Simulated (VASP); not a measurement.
Input of a VASP 6.6.1 run:

Contents of INCAR:

```
SYSTEM = KBr
ALGO = Normal
EDIFF = 1E-7
EDIFFG = -0.01
ENCUT = 600
GGA = PS
IBRION = 2
ISIF = 2
ISMEAR = 0
LASPH = .True.
LCHARG = .False.
LREAL = .False.
LWAVE = .False.
NELM = 80
NSW = 40
PREC = Accurate
SIGMA = 0.03
```

Contents of KPOINTS:

```
k-points
0
Gamma
  8 8 8
  0 0 0
```

The input POSCAR:

```
KBr                                     
1.0
    0.0000000000      3.3016142630      3.3016142630
    3.3016142630      0.0000000000      3.3016142630
    3.3016142630      3.3016142630      0.0000000000
  K               Br            
     1     1
Direct
     0.0000000000000000    0.0000000000000000    0.0000000000000000
     0.5000000000000000    0.5000000000000000    0.5000000000000000
```

Potentials or basis: VASP PAW PBE potentials, release 64 (K_sv, Br).

The run is started by

```console
$ cat potpaw_PBE.64/K_sv/POTCAR potpaw_PBE.64/Br/POTCAR > POTCAR
$ mpirun -np 1 vasp_std > vasp.out
```

Task: What does it give for the band gap on the k mesh?

Result: 4.28 eV, direct.

Final structure:
```cif
data_structure
_symmetry_space_group_name_H-M 'P 1'
_symmetry_Int_Tables_number 1
_cell_length_a 4.6692
_cell_length_b 4.6692
_cell_length_c 4.6692
_cell_angle_alpha 60.000
_cell_angle_beta 60.000
_cell_angle_gamma 60.000
_cell_volume 71.98
loop_
_atom_site_label
_atom_site_type_symbol
_atom_site_fract_x
_atom_site_fract_y
_atom_site_fract_z
_atom_site_occupancy
K1 K 0.00000 0.00000 0.00000 1
Br1 Br 0.50000 0.50000 0.50000 1
```

Caveat: the relaxation stopped at its first step, so nothing moved. A k mesh can miss the band edges.
